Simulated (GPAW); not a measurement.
# HfO2 (P4_2/nmc) in GPAW: a series of runs

Aim: see how the results for HfO2 move with the level of theory and the settings. Levels: r2SCAN, PBE. Tasks: band structure.

All numbers are computed with GPAW 26.7.0; they aren't measurements. Logs are shortened: lines on timing, memory, paths and dates and some standing lists are left out, and cuts for length are marked. The log counts tension as positive stress, the text compression.

**1. The crystal as given**

The structure is tetragonal, space group P4_2/nmc (No. 137). The conventional cell has a = 3.558 Å, b = 3.558 Å, c = 5.172 Å, α = 90.00°, β = 90.00°, γ = 90.00°. Hf (site symmetry -4m2) is surrounded by 4 O at 2.05 Å. Around O (site symmetry 2mm) lie 2 Hf at 2.05 Å.

Measurements of this composition are mostly on another form, of space group No. 14.

**2. Band structure, r2SCAN**

Input file run.py:

```python
from ase import Atoms
from ase.dft.bandgap import bandgap
from ase.io import write
from ase.units import GPa
from gpaw import GPAW, PW

atoms = Atoms(['Hf', 'Hf', 'O', 'O', 'O', 'O'],
              cell=[[3.55801933, 0.0, 0.0],
                    [0.0, 3.55801933, 0.0],
                    [0.0, 0.0, 5.17186121]],
              scaled_positions=[[0.0, 0.0, 0.0],
                                [0.5, 0.5, 0.5],
                                [0.0, 0.5, 0.19720788],
                                [0.5, 0.0, 0.30279212],
                                [0.5, 0.0, 0.80279212],
                                [0.0, 0.5, 0.69720788]],
              pbc=True)

calc = GPAW(mode=PW(800),
            xc='MGGA_X_R2SCAN+MGGA_C_R2SCAN',
            kpts={'size': (5, 5, 4), 'gamma': True},
            occupations={'name': 'fermi-dirac', 'width': 0.05},
            nbands=43,
            convergence={'density': 1e-05, 'energy': 1e-05},
            maxiter=150,
            txt='gpaw.txt')
atoms.calc = calc
energy = atoms.get_potential_energy()
forces = atoms.get_forces()
stress = atoms.get_stress()
calc.write('gs.gpw')
write('result.traj', atoms)
print(f'Energy: {energy:.6f} eV')
print('Forces (eV/A):')
print(forces.round(4))
print('Stress (GPa):', (stress / GPa).round(3))
print('Fermi level:', round(calc.get_fermi_level(), 4), 'eV')
print(f'Gap: {bandgap(calc)[0]:.4f} eV, direct: {bandgap(calc, direct=True)[0]:.4f} eV')

path = atoms.cell.bandpath('GXMGZRAZ,XR,MA', npoints=60, eps=1e-4)
bs_calc = calc.fixed_density(kpts=path, symmetry='off', nbands=61,
                             convergence={'bands': 'CBM+6.0', 'eigenstates': 1e-6}, txt='bands.txt')
bs = bs_calc.band_structure()
bs.write('bs.json')
print(f'Gap on the path: {bandgap(bs_calc)[0]:.4f} eV')
```

Potentials or basis: GPAW PAW data sets (gpaw-data 1.2.1), pw.

Command:

```bash
$ OMP_NUM_THREADS=1 python run.py
```

gpaw.txt:

```text
__  _  _
 | _ |_)|_||  |
 |__||  | ||/\| - 26.7.0

Input parameters:
  mode=PW(ecut=800.0),
  convergence={'density': 1e-05, 'energy': 1e-05},
  kpts=MonkhorstPack(size=(5, 5, 4), gamma=True),
  maxiter=150,
  nbands=43,
  occupations=Occupations(name='fermi-dirac', width=0.05),
  xc=XC(name='MGGA_X_R2SCAN+MGGA_C_R2SCAN')

Diagonalizing LCAO Hamiltonian
Converting LCAO to pw mode
   .--------.
  /|        |
 * |        |
 |O| O      |
 | |   Hf   |
 | |        |
 |O.-O------.
 |/        /
 Hf-------*

Atoms  # Å, Bohr magnetons
|   | symbol |        x |        y |        z |    initial magnetic moments |
|---|--------|----------|----------|----------|-----------------------------|
| 0 |     Hf | 0.000000 | 0.000000 | 0.000000 | ( 0.0000,  0.0000,  0.0000) |
| 1 |     Hf | 1.779010 | 1.779010 | 2.585931 | ( 0.0000,  0.0000,  0.0000) |
| 2 |      O | 0.000000 | 1.779010 | 1.019932 | ( 0.0000,  0.0000,  0.0000) |
| 3 |      O | 1.779010 | 0.000000 | 1.565999 | ( 0.0000,  0.0000,  0.0000) |
| 4 |      O | 1.779010 | 0.000000 | 4.151929 | ( 0.0000,  0.0000,  0.0000) |
| 5 |      O | 0.000000 | 1.779010 | 3.605862 | ( 0.0000,  0.0000,  0.0000) |

Unit cell  # Å
| periodic |        x |        y |        z |  lengths |    angles |
|----------|----------|----------|----------|----------|-----------|
|      yes | 3.558019 | 0.000000 | 0.000000 | 3.558019 | 90.000000 |
|      yes | 0.000000 | 3.558019 | 0.000000 | 3.558019 | 90.000000 |
|      yes | 0.000000 | 0.000000 | 5.171861 | 5.171861 | 90.000000 |

Number of symmetries: 8
Symmetry operations  # r_c * U_cc + t_c -> r_c
|   | kind |            matrix            |
|---|------|------------------------------|
| 0 |  E   |  1, 0, 0,  0, 1, 0,  0, 0, 1 |
| 1 |  σ   |  1, 0, 0,  0,-1, 0,  0, 0, 1 |
| 2 |  C2  |  0, 1, 0,  1, 0, 0,  0, 0,-1 |
| 3 |  S4  |  0, 1, 0, -1, 0, 0,  0, 0,-1 |
| 4 |  S4  |  0,-1, 0,  1, 0, 0,  0, 0,-1 |
| 5 |  C2  |  0,-1, 0, -1, 0, 0,  0, 0,-1 |
| 6 |  σ   | -1, 0, 0,  0, 1, 0,  0, 0, 1 |
| 7 |  C2  | -1, 0, 0,  0,-1, 0,  0, 0, 1 |

BZ-sampling:
  Number of BZ points: 100
  Number of IBZ points: 18

  Monkhorst-Pack size: [5, 5, 4]
  Monkhorst-Pack shift: [0.0, 0.0, 0.125]

K-points  # in reciprocal-cell coordinates
|     |                                coordinates |     weight |
|-----|--------------------------------------------|------------|
|   0 | (  0.00000000,   0.00000000,   0.00000000) | 0.01000000 |
|   1 | (  0.00000000,   0.00000000,   0.25000000) | 0.02000000 |
|   2 | (  0.00000000,   0.00000000,   0.50000000) | 0.01000000 |
|   3 | (  0.20000000,   0.00000000,   0.00000000) | 0.04000000 |
|   4 | (  0.20000000,   0.00000000,   0.25000000) | 0.08000000 |
|   5 | (  0.20000000,   0.00000000,   0.50000000) | 0.04000000 |
|   6 | (  0.20000000,   0.20000000,   0.00000000) | 0.04000000 |
|   7 | (  0.20000000,   0.20000000,   0.25000000) | 0.08000000 |
|   8 | (  0.20000000,   0.20000000,   0.50000000) | 0.04000000 |
|   9 | (  0.40000000,   0.00000000,   0.00000000) | 0.04000000 |
| ... |                                            |            |
|  17 | (  0.40000000,   0.40000000,   0.50000000) | 0.04000000 |

Plane wave coefficients: 3403
Cutoff: 800.0 eV

Spin-components: 1 (collinear spins)
Bands:           43
Projectors:      32
Spin-degeneracy: 2
Datatype:        complex128

Parallelization:
  kpt:    1
  domain: 1
  band:   1

Density:
  Valence electrons: 48.0
  Components: 1
  Grid points: [24 24 35]
  Charge: 0.0  # |e|

Potential:
  Grid points: [24 24 35]

species:
  Hf:
    name:    Hafnium
    Z:       72.0
    valence: 12
    core:    60
    charge:  0.0  # [|e|]
    compensation charges:
      type: gauss
      rc: 0.41  # [Å]
      lmax: 2
    cutoffs:
      filter: 2.36  # [Å]
      core: 4.02  # [Å]
    projectors
    | kind |    occ | energy [eV] | rcut [Å] |
    |------|--------|-------------|----------|
    |   5s |  2.000 |     -66.831 |    1.397 |
    |   6s |  2.000 |      -5.097 |    1.397 |
    |   5p |  6.000 |     -35.599 |    1.307 |
    |   6p |  0.000 |      -1.401 |    1.307 |
    |   5d |  2.000 |      -2.699 |    1.334 |
    |    d |        |      24.513 |    1.334 |

    Using partial waves for Hf as LCAO basis

  O:
    name:    Oxygen
    Z:       8.0
    valence: 6
    core:    2
    charge:  0.0  # [|e|]
    compensation charges:
      type: gauss
      rc: 0.21  # [Å]
      lmax: 2
    cutoffs:
      filter: 1.17  # [Å]
      core: 0.83  # [Å]
    projectors
    | kind |    occ | energy [eV] | rcut [Å] |
    |------|--------|-------------|----------|
    |   2s |  2.000 |     -23.961 |    0.688 |
    |   2p |  4.000 |      -9.029 |    0.598 |
    |    s |        |       3.251 |    0.688 |
    |    p |        |      18.182 |    0.598 |
    |    d |        |       0.000 |    0.619 |

    Using partial waves for O as LCAO basis

Reference energy: -827935.639755  # eV

eigensolver:
  PPCG
  Converge bands: occupied
  niter=2

density mixing:
  MSR1-Mixer
  Pratt-step length: 0.05
  Maximum mixing coefficient: 0.75
  Old densities: 10
  SVD Regularization: 0.005
  Good broyden scale: 1.0
  Trust region scale: 1.0
  Backstep threshold: 4.0
  History deletion threshold: 6.0
  Fourier metric: weight=20.0, sigma=0.015

occupation numbers:
  Fermi-Dirac:
    width: 0.0500  # eV

poisson solver:
  ecut: 6400.0  # eV

xc functional:
  name: MGGA_X_R2SCAN+MGGA_C_R2SCAN with 2 nearest neighbor stencil

convergence criteria:
- Maximum integral of absolute [dens]ity change: 1e-05 electrons / valence electron
- Maximum [total energy] change in last 3 cyles: 1e-05 eV / valence electron
- Maximum integral of absolute [eigenst]ate change: 4e-08 eV^2 / valence electron
maximum number of iterations: 150

SCF iterations
|iter     | |      energy | eigst |  dens |
|---------|-|-------------|-------|-------|
|iter:   1| | -110.631908 | +0.24 |       |
|iter:   2| |  -92.920796 | -1.36 | -0.81 |
|iter:   3| |  -88.226150 | -0.64 | -0.85 |
|iter:   4| |  -88.063491 | -1.61 | -1.36 |
|iter:   5| |  -88.097694 | -2.63 | -1.71 |
|iter:   6| |  -88.095377 | -4.19 | -2.59 |
|iter:   7| |  -88.095416 | -5.29 | -3.17 |
|iter:   8| |  -88.095418c| -6.29 | -3.76 |
|iter:   9| |  -88.095419c| -7.11 | -4.03 |
|iter:  10| |  -88.095419c| -8.30c| -4.78 |
|iter:  11| |  -88.095419c| -8.98c| -5.54c|

Converged in 11 steps
Energy contributions relative to reference atoms: (reference = -827935.639755)

Energy contributions:
  Kinetic:          76.100749
  Coulomb:         -79.558919
  Zero:              0.312948
  External:          0.000000
  Xc:              -84.950197
  Entropy:          -0.000000
  Spinorbit:         0.000000
  ----------------------------
  Free energy:     -88.095419
  Extrapolated:    -88.095419

dipole moment: (-32.866965, -32.866965, -18.781389)  # |e|*Ang

Fermi level: 9.241
Eigenvalues  # (at kpt = [0.000, 0.000, 0.000])
| band index |      eig [eV] | occ [0-2] |
|------------|---------------|-----------|
|          0 |       -54.544 |     2.000 |
|        ... |               |           |
|         16 |         4.537 |     2.000 |
|         17 |         4.537 |     2.000 |
|         18 |         5.928 |     2.000 |
|         19 |         5.928 |     2.000 |
|         20 |         6.592 |     2.000 |
|         21 |         7.120 |     2.000 |
|         22 |         7.183 |     2.000 |
|         23 |         7.183 |     2.000 |
|         24 |        12.560 |     0.000 |
|         25 |        12.561 |     0.000 |
|         26 |        13.808 |     0.000 |
|         27 |        13.994 |     0.000 |
|         28 |        14.547 |     0.000 |
|         29 |        15.445 |     0.000 |
|         30 |        16.913 |     0.000 |
|         31 |        16.913 |     0.000 |
|        ... |               |           |
|         42 |        26.339 |     0.000 |

Gap: 5.298 eV
Transition (v -> c):
  (s=0, k=2, n=23, [0.00, 0.00, 0.50]) -> (s=0, k=0, n=24, [0.00, 0.00, 0.00])
Direct/indirect transitions are different
Direct gap: 5.377 eV
Transition at: (s=0, k=0, n=23, [0.00, 0.00, 0.00])

Forces  # eV/Ang
|       x |       y |        z |
|---------|---------|----------|
| 0.00000 | 0.00000 |  0.00000 |  # Hf   0
| 0.00000 | 0.00000 |  0.00000 |  # Hf   1
| 0.00000 | 0.00000 |  0.12620 |  # O    2
| 0.00000 | 0.00000 | -0.12612 |  # O    3
| 0.00000 | 0.00000 | -0.12620 |  # O    4
| 0.00000 | 0.00000 |  0.12612 |  # O    5

Stress tensor  # eV/Ang^3
|         x |         y |         z |
|-----------|-----------|-----------|
| -0.028616 |  0.000000 |  0.000000 |
|  0.000000 | -0.028616 |  0.000000 |
|  0.000000 |  0.000000 | -0.022611 |

# Writing to gs.gpw (mode='')
```

Wall time 3.5 min (1 thread of Intel Xeon 6975P-C (Granite Rapids), shared host); peak memory 0.65 GiB.

Results:

* Free energy: -88.0954 eV
* Pressure: 4.3 GPa
* Largest force: 0.126 eV/Å
* Band gap on the k mesh: 5.30 eV, indirect (least direct gap 5.38 eV)
* Band gap along the path: 5.30 eV, indirect (least direct gap 5.38 eV)

Forces on the atoms (eV/Å):
```
Hf   0.000  0.000  0.000
Hf   0.000  0.000  0.000
O    0.000  0.000  0.126
O    0.000  0.000 -0.126
O    0.000  0.000 -0.126
O    0.000  0.000  0.126
```

Levels at the corners of the path, in eV from the valence-band top:
```
point  band 22  band 23  band 24  band 25  band 26  band 27
    Γ    -0.14    -0.08    -0.08     5.30     5.30     6.55
    X    -1.47    -0.14    -0.14     5.65     5.65     6.71
    M    -0.79    -0.50    -0.50     6.33     6.33     6.68
    Γ    -0.14    -0.08    -0.08     5.30     5.30     6.55
    Z    -0.66     0.00     0.00     5.95     5.95     6.27
    R    -1.43    -0.97    -0.97     5.79     5.79     6.18
    A    -1.44    -0.03    -0.03     6.51     6.51     6.86
    Z    -0.66     0.00     0.00     5.95     5.95     6.27
    X    -1.47    -0.14    -0.14     5.65     5.65     6.71
    R    -1.43    -0.97    -0.97     5.79     5.79     6.18
    M    -0.79    -0.50    -0.50     6.33     6.33     6.68
    A    -1.44    -0.03    -0.03     6.51     6.51     6.86
```

Caveat: the PAW data sets were made with another functional, which shifts forces and pressure a little; spin-orbit coupling is left out, which moves the levels of the heavy elements. r2SCAN opens gaps a little over a GGA but as a rule still falls short of measured ones.

**3. Band structure, PBE**

Changes to run.py since step 2:

```diff
@@ -19,3 +19,3 @@
 calc = GPAW(mode=PW(800),
-            xc='MGGA_X_R2SCAN+MGGA_C_R2SCAN',
+            xc='PBE',
             kpts={'size': (5, 5, 4), 'gamma': True},
```

Potentials or basis: GPAW PAW data sets (gpaw-data 1.2.1), pw.

Command:

```bash
$ OMP_NUM_THREADS=1 python run.py
```

Run time: 98 s. Hardware: 1 thread of Intel Xeon 6975P-C (Granite Rapids), shared host; peak memory 0.52 GiB.

Results (log left out):

| Quantity | Value |
| --- | --- |
| Free energy | -56.3152 eV |
| Pressure | 10.5 GPa |
| Largest force | 0.264 eV/Å |
| Band gap on the k mesh | 4.75 eV, indirect (least direct gap 4.83 eV) |
| Band gap along the path | 4.75 eV, indirect (least direct gap 4.83 eV) |

Forces on the atoms (eV/Å):
```
Hf   0.000  0.000  0.000
Hf   0.000  0.000  0.000
O    0.000  0.000  0.264
O    0.000  0.000 -0.264
O    0.000  0.000 -0.264
O    0.000  0.000  0.264
```

Stress tensor (GPa, compression positive):
```
11.06  0.00  0.00
 0.00 11.06  0.00
 0.00  0.00  9.40
```

Levels at the corners of the path, in eV from the valence-band top:
| point | band 21 | band 22 | band 23 | band 24 | band 25 | band 26 | band 27 | band 28 |
| --- | --- | --- | --- | --- | --- | --- | --- | --- |
| Γ | -0.69 | -0.12 | -0.08 | -0.08 | 4.75 | 4.76 | 6.01 | 6.20 |
| X | -1.43 | -1.43 | -0.14 | -0.14 | 5.15 | 5.15 | 6.17 | 6.17 |
| M | -0.79 | -0.79 | -0.51 | -0.51 | 5.80 | 5.80 | 6.16 | 6.16 |
| Γ | -0.69 | -0.12 | -0.08 | -0.08 | 4.75 | 4.76 | 6.01 | 6.20 |
| Z | -0.62 | -0.62 | 0.00 | 0.00 | 5.40 | 5.40 | 5.73 | 5.73 |
| R | -1.39 | -1.39 | -0.95 | -0.95 | 5.29 | 5.29 | 5.65 | 5.65 |
| A | -1.41 | -1.41 | -0.03 | -0.03 | 6.00 | 6.00 | 6.33 | 6.33 |
| Z | -0.62 | -0.62 | 0.00 | 0.00 | 5.40 | 5.40 | 5.73 | 5.73 |
| X | -1.43 | -1.43 | -0.14 | -0.14 | 5.15 | 5.15 | 6.17 | 6.17 |
| R | -1.39 | -1.39 | -0.95 | -0.95 | 5.29 | 5.29 | 5.65 | 5.65 |
| M | -0.79 | -0.79 | -0.51 | -0.51 | 5.80 | 5.80 | 6.16 | 6.16 |
| A | -1.41 | -1.41 | -0.03 | -0.03 | 6.00 | 6.00 | 6.33 | 6.33 |

Caveat: spin-orbit coupling is left out, which moves the levels of the heavy elements.
